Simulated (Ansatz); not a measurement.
**Levels of theory on GaAs (COD cell start)**

**Experimental background.**

“Evidence of valence band perturbations in GaAsN/GaAs(001): A combined variable-angle spectroscopic ellipsometry and modulated photoreflectance investigation”, 2008, arxiv:0805.2212 reports, for a bulk crystal of GaAs at 300 K: band gap 1.418 ± 0.005 eV (direct).

How close the calculation comes is told at the end.

The compound was started in one structure type and brought to zero pressure at each level (plane-wave PAW code Ansatz, Gaussian smearing of 0.05 eV, scalar-relativistic unless SOC, spin–orbit coupling, is named).

The start was a cell as deposited in COD.

The cell at PBEsol (neighbours within 15 % of each site's shortest distance, so a longer bond may be listed from one end only): The structure is cubic, space group F-43m (No. 216). The conventional cell has a = 5.659 Å, b = 5.659 Å, c = 5.659 Å, α = 90.00°, β = 90.00°, γ = 90.00°. Ga (site symmetry -43m) has 4 As at 2.45 Å as nearest neighbours. As (site symmetry -43m) is surrounded by 4 Ga at 2.45 Å.

```tsv
level	cutoff (eV)	k-mesh	final group	a (Å)	V (Å³/atom)	gap (eV)	B0 (GPa)	E_f (eV/atom)
PBEsol	420	10×10×10	F-43m	5.659	22.65	0.42	69	-0.32
PBE	420	10×10×10	F-43m	5.745	23.70	0.16	60	-0.35
```

Volumes against PBE: PBEsol −4.4 %. PBEsol < PBE is the usual order of volumes: a stronger gradient correction lowers the energy of inhomogeneous, expanded densities and so lengthens the bonds (here 1.5 % in length from PBEsol to PBE, a third of the change in volume). Of these two, the larger cell is the softer: stretching the PBEsol crystal to the PBE volume along its own (Murnaghan) curve would take its modulus to B0 (V0/V)^B0′ = 69 × (22.65/23.70)^4.6 = 56 GPa, against 60 GPa found, so volume alone would soften it more than is found. The formation energy spans 0.03 eV/atom over the functionals (PBE lowest, PBEsol highest); the spread holds the functional's effect on the elements as well as on the compound.

Measured gap: 1.418 eV (direct; 300 K; “Evidence of valence band perturbations in GaAsN/GaAs(001): A combined variable-angle spectroscopic ellipsometry and modulated photoreflectance investigation”, 2008, arxiv:0805.2212); calculated 0.42 eV (PBEsol), 0.16 eV (PBE). Kohn–Sham gaps of semilocal functionals as a rule fall short of measured gaps, and an optical onset can be a direct transition above an indirect gap.

All functionals run on datasets generated with PBE. Gaps are (generalised) Kohn–Sham gaps. E_f is the formation energy from the elements run alike, at 0 K, without zero-point energy or dispersion between the molecules, chains or layers of the solid elements; it is good to about 0.01 eV/atom as a calculation.

All runs used the PAW datasets of the set soft_2.
